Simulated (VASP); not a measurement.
# TePb: relaxation of the atoms with PBE+D3(BJ)

TePb:

```
Te Pb
1.0
     0.00000    3.21329    3.21329
     3.21329    0.00000    3.21329
     3.21329    3.21329    0.00000
Te Pb
1 1
Direct
  0.50000 0.50000 0.50000
  0.00000 0.00000 0.00000
```

The cell isn't the ideal one: a relaxed cell with its volume scaled by 0.98.

```yaml
Program: VASP 6.6.1
Task: relaxation of the atoms
Functional: PBE
Dispersion: D3(BJ)
Potentials_or_basis: VASP PAW PBE potentials, release 64 (Te, Pb_d)
Cutoff: 600 eV
k_mesh: 8 × 8 × 8
Occupations: gaussian, width 0.03 eV
Spin: no spin polarisation
Further_INCAR_settings: ALGO = Normal; EDIFF = 1e-07; IBRION = 2; EDIFFG = -0.01; NSW = 40
```

```json
{"Pressure after relaxing": "0.9 GPa", "Band gap on the k mesh": "0.70 eV, direct", "Dispersion energy per atom": "-0.409 eV"}
```

Final structure:
```
Te Pb
1.0
     0.00000    3.21329    3.21329
     3.21329    0.00000    3.21329
     3.21329    3.21329    0.00000
Te Pb
1 1
Direct
  0.50000 0.50000 0.50000
  0.00000 0.00000 0.00000
```

Levels at points of the mesh, in eV from the valence-band top:
```csv
k point,band 7,band 8,band 9,band 10,band 11,band 12,band 13,band 14
"(0.00, 0.00, 0.00)",-5.56,-1.42,-1.42,-1.42,4.09,4.09,4.09,5.75
"(0.50, 0.00, 0.00)",-8.68,-0.95,-0.95,0.00,0.70,1.22,1.22,8.41
"(0.50, 0.50, 0.00)",-7.33,-4.64,-2.90,-2.90,3.21,5.53,5.53,6.80
```

Run time: 13 s on 1 thread of Intel(R) Xeon(R) 6975P-C (Granite Rapids), with other jobs on the host, peak memory 0.22 GiB.

Caveat: the relaxation stopped at its first step, so nothing moved; spin-orbit coupling is left out, which as a rule narrows the gap of such compounds by several tenths of an eV. A k mesh can miss the band edges.
